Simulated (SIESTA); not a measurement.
The system is NbAs.

```xyz
4
Lattice="-1.7259 1.7259 5.8400 1.7259 -1.7259 5.8400 1.7259 1.7259 -5.8400" Properties=species:S:1:pos:R:3 pbc="T T T"
Nb    0.0000    1.7259    0.0000
Nb    0.0000    0.0000    8.7600
As    0.0000    1.7259    4.8589
As    0.0000    0.0000    1.9389
```

- Program: SIESTA 5.4.2
- Task: single point
- Functional: PBEsol
- Potentials or basis: PseudoDojo 0.4 standard (PBEsol files)
- Basis: DZP (energy shift 0.003 Ry; two zetas on semicore shells)
- Grid cutoff: 800 Ry
- Energy shift: 0.003 Ry
- k mesh: 11 × 11 × 11
- Occupations: fermi-dirac, width 0.05 eV
- Spin: no spin polarisation

On this cell: pressure 0.4 GPa; largest force 0.340 eV/Å; band gap on the k mesh none (metal or under the smearing width).

The same run follows on a disturbed copy (atoms moved at random, drawn with an rms of 0.05 Å):

```
Nb As
1.0
    -1.72585    1.72585    5.84000
     1.72585   -1.72585    5.84000
     1.72585    1.72585   -5.84000
Nb As
2 2
Cartesian
  0.0091 1.7612 -0.0442
  0.0269 -0.0027 8.7819
  0.0417 1.6723 4.7763
  0.0216 -0.0147 1.9139
```

Question: What changes?

Answer: The energy (extrapolated to zero smearing) moves by +34.5 meV/atom; pressure 1.4 GPa; largest force 1.654 eV/Å; band gap on the k mesh none (metal or under the smearing width).

Forces in eV/Å, atoms in the order of the input:
```
Nb   0.307 -1.022 -0.124
Nb   0.020 -0.007 -1.629
As  -0.387  0.698  1.448
As   0.058  0.331  0.305
```

Stress tensor (GPa, compression positive):
```
 2.35 -0.25  0.19
-0.25 -1.19 -0.72
 0.19 -0.72  3.00
```

Caveats: the basis of atomic orbitals isn't converged, which shifts pressures, moduli and gaps.
